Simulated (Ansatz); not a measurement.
Theory: DFT PBE, scalar-relativistic, plane waves, PAW in Ansatz. Settings: cutoff 420 eV, Γ-centred meshes spaced at most about 0.3 Å⁻¹ (2π included), Gaussian smearing. No spin polarisation in the final relaxations.

All energies are static (0 K, no zero-point motion). All come from trial cells, and lower structures may exist.

Problem. These unrelaxed guesses for LiH are each relaxed within their symmetry. Order them by the energy at which they end, lowest first.
1.

```
Li H
1.0
     3.03214    0.00000    0.00000
    -1.51607    2.62591    0.00000
     0.00000    0.00000    5.94003
Li H
3 3
Direct
  0.42935 0.57065 0.33333
  0.42935 0.85870 0.66667
  0.14130 0.57065 0.00000
  0.96799 0.03201 0.83333
  0.96799 0.93598 0.16667
  0.06402 0.03201 0.50000
```

2.

```
Li H
1.0
     2.45744    0.00000    0.00000
     0.00000    2.45744    0.00000
     0.00000    0.00000    3.17818
Li H
1 1
Cartesian
  0.0000 0.0000 0.0000
  1.2287 1.2287 1.5891
```

3.

```
Li H
1.0
     0.00000    2.10994    2.10994
     2.10994    0.00000    2.10994
     2.10994    2.10994    0.00000
Li H
1 1
Direct
  0.25000 0.25000 0.25000
  0.50000 0.50000 0.50000
```

4.

```
Li H
1.0
    -1.42391    1.42391    2.55877
     1.42391   -1.42391    2.55877
     1.42391    1.42391   -2.55877
Li H
2 2
Direct
  0.50000 0.50000 0.00000
  0.25000 0.75000 0.50000
  0.75000 0.25000 0.50000
  0.00000 0.00000 0.00000
```

Solution. 3 (ends in F-43m, zinc blende type, 0 meV/atom), 1 (ends in P6_422, 59 meV/atom), 4 (ends in I4_1/amd, 114 meV/atom), 2 (ends in Pm-3m, caesium chloride type, 187 meV/atom).

With hydrogen, zero-point motion can shift such differences by 10 meV/atom or more. Cells relaxed within their symmetry can be saddle points. The part of the Crystallography Open Database at hand lists LiH in space group No. 225, which no cell shown has. Some candidate types were left out of the draw beforehand, so a known form may be missing.
